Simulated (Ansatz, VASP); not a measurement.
This is a calculation of GaN for VASP 6.6.1.

The input INCAR:

```
SYSTEM = GaN
PREC     = Accurate       ! precision mode
ENCUT    = 520            ! plane-wave cutoff, eV
EDIFF    = 1E-7           ! SCF threshold, eV
ISMEAR   = -1             ! smearing method
SIGMA    = 0.05           ! smearing width, eV
LREAL    = .False.        ! projectors in reciprocal space
LASPH    = .True.         ! aspherical terms in the spheres
NELM     = 80             ! most SCF steps
ALGO     = Normal         ! electronic algorithm
ISIF     = 2              ! what is computed and relaxed
LWAVE    = .False.        ! write WAVECAR
LCHARG   = .False.        ! write CHGCAR
GGA      = PS             ! functional
NBANDS   = 16             ! bands
```

File KPOINTS:

```
regular mesh
0
Gamma
  11 11 11
  0 0 0
```

File POSCAR:

```
GaN
1.0
    0.0000000000      2.0916465448      2.0916465448
    2.0916465448      0.0000000000      2.0916465448
    2.0916465448      2.0916465448      0.0000000000
Ga N
1 1
Direct
    0.0000000000      0.0000000000      0.0000000000
    0.5000000000      0.5000000000      0.5000000000
```

Potentials or basis: VASP PAW PBE potentials, release 64 (Ga_d, N).

Run with:

```console
$ cat potpaw_PBE.64/Ga_d/POTCAR potpaw_PBE.64/N/POTCAR > POTCAR
$ mpirun -np 1 vasp_std > vasp.out
```

Set up the same calculation for Ansatz 0.2.0. Potentials there: all-electron LAPW, scalar-relativistic.

As run (the cutoff follows the program's own potentials):

File input.yaml:

```yaml
crystal:
  lattice:
    - [0.0, 2.0916465448, 2.0916465448]
    - [2.0916465448, 0.0, 2.0916465448]
    - [2.0916465448, 2.0916465448, 0.0]
  atoms:
    - { symbol: Ga, position: [0.0, 0.0, 0.0] }
    - { symbol: "N", position: [0.5, 0.5, 0.5] }
kpoints:
  mp_grid: { grid: [11, 11, 11] }
scf:
  occupations: { method: fermi_dirac, width: 0.05 }
hamiltonian:
  xc: pbesol
  pseudopotentials: { kind: all_electron, lapw: { basis_error: 0.001 } }
output:
  forces: true
  stress: true
  eigenvalues: true
```

Potentials or basis: all-electron LAPW, scalar-relativistic.

Command:

```console
$ ansatz run input.yaml --threads 1 --pin off --max-ram 3072MiB --backend cpu --events-out ev --progress --plain --runs-dir out
```

Both were run:

|  | VASP | Ansatz | Ansatz less VASP |
| --- | --- | --- | --- |
| gap on the k mesh at the Fermi level (eV) | 0.85 | 0.86 | +0.011 |
| least direct gap on the mesh (eV) | 3.15 | 3.15 | -0.003 |
| pressure (GPa) | 6.9 | 6.5 | -0.44 |

Ansatz ran all-electron here, so the differences hold the error of VASP's frozen core and of both bases.

Caveats: an odd mesh through Γ misses points on the zone boundary, where band edges often lie; the PAW data sets were made with another functional, which shifts forces and pressure a little (VASP).
